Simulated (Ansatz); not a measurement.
Input and command of a plane-wave DFT calculation in Ansatz:

```yaml
crystal:
  lattice:
    - [2.7069531544, 0.0, 0.0]
    - [-1.3534765772, 2.3442901985, 0.0]
    - [0.0, 0.0, 6.3521729774]
  atoms:
    - { symbol: B, position: [0.3333333333, 0.6666666667, 0.25] }
    - { symbol: B, position: [0.6666666667, 0.3333333333, 0.75] }
    - { symbol: "N", position: [0.3333333333, 0.6666666667, 0.75] }
    - { symbol: "N", position: [0.6666666667, 0.3333333333, 0.25] }
basis:
  ecutwfc: 420
kpoints:
  mp_grid: { grid: [12, 12, 4] }
hamiltonian:
  xc: pbe
  dispersion: d3bj
scf:
  occupations: { method: gaussian, width: 0.05 }
output:
  forces: true
  stress: true
  eigenvalues: true
```

```bash
ansatz run input.yaml --threads 2 --pin off --max-ram 5120MiB --backend cpu --events-out ev --progress --plain --runs-dir out
```

Processor: Intel(R) Xeon(R) Processor @ 2.50GHz (Skylake/Cascade Lake), 2 threads, on a host shared with other jobs.

Question: How long does it run, and how much memory does it take?

Answer: About 3.1 s on 2 threads of Intel(R) Xeon(R) Processor @ 2.50GHz (Skylake/Cascade Lake) (shared host), peak memory 0.33 GiB. It solves 12 bands at 57 k points (the mesh reduced by the symmetry that the task leaves, which can be less than the crystal's) with about 795 plane waves, in 6 SCF iterations.
